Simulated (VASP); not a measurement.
# VASP 6.6.1 run: Li₂O

INCAR

```
SIGMA = 0.02
IBRION = -1
PREC = Accurate
ISIF = 2
LASPH = .TRUE.
ISMEAR = -1
LREAL = .FALSE.
NELM = 120
NBANDS = 13
ENCUT = 520
LWAVE = .FALSE.
NSW = 0
LCHARG = .FALSE.
GGA = AM
EDIFF = 1E-7
```

KPOINTS

```
KPOINTS created by Atomic Simulation Environment
0
Monkhorst-Pack
10 10 10
0 0 0
```

POSCAR

```
Li O
 1.0000000000000000
     0.0000000000000000    2.2596185042000001    2.2596185042000001
     2.2596185042000001    0.0000000000000000    2.2596185042000001
     2.2596185042000001    2.2596185042000001    0.0000000000000000
 Li  O
   2   1
Cartesian
  1.1298092520999998  1.1298092520999998  1.1298092520999998
  3.3894277562999995  3.3894277562999995  3.3894277562999995
  0.0000000000000000  0.0000000000000000  0.0000000000000000
```

The recommended PBE PAW datasets give the neutral cell 12 valence electrons.

Command

```
mpirun -np 1 vasp_std
```

Problem. Predict the outcome of this run.

Solution. It converged. Results: gap between bands v and c on the k mesh 5.13 eV; least direct gap on the k mesh 5.85 eV; pressure 4.9 GPa. Band v is the last that the valence electrons fill when counted band by band, and c is the next.

OSZICAR

```
N       E                     dE             d eps       ncg     rms          rms(c)
DAV:   1     0.426147247984E+02    0.42615E+02   -0.58831E+03  2860   0.100E+03
DAV:   2    -0.107327793802E+02   -0.53348E+02   -0.51264E+02  3447   0.219E+02
DAV:   3    -0.158431092858E+02   -0.51103E+01   -0.50626E+01  5269   0.490E+01
DAV:   4    -0.158853892265E+02   -0.42280E-01   -0.42277E-01  3240   0.618E+00
DAV:   5    -0.158856615286E+02   -0.27230E-03   -0.27230E-03  4101   0.385E-01    0.704E+00
DAV:   6    -0.143253342532E+02    0.15603E+01   -0.70787E+00  3070   0.143E+01    0.267E+00
DAV:   7    -0.143011593149E+02    0.24175E-01   -0.16038E-01  3575   0.294E+00    0.148E+00
DAV:   8    -0.143024345894E+02   -0.12753E-02   -0.67336E-02  3078   0.250E+00    0.417E-01
DAV:   9    -0.143005646521E+02    0.18699E-02   -0.74130E-03  3738   0.714E-01    0.122E-01
DAV:  10    -0.143010136958E+02   -0.44904E-03   -0.10685E-03  3390   0.256E-01    0.590E-02
DAV:  11    -0.143009872117E+02    0.26484E-04   -0.83441E-05  3755   0.926E-02    0.149E-02
DAV:  12    -0.143009894332E+02   -0.22215E-05   -0.13320E-05  3488   0.341E-02    0.853E-03
DAV:  13    -0.143009888876E+02    0.54561E-06   -0.32847E-06  3680   0.183E-02    0.207E-03
DAV:  14    -0.143009888395E+02    0.48011E-07   -0.18232E-07  3801   0.393E-03
   1 F= -.14300989E+02 E0= -.14300989E+02  d E =-.314179E-11
```

The shifted mesh misses Γ, so a band edge there is missed.

For comparison, a separate PBE run of the intended cell, on usual settings and not on those above, gives a gap of 5.10 eV on its mesh and a pressure of 6.5 GPa.
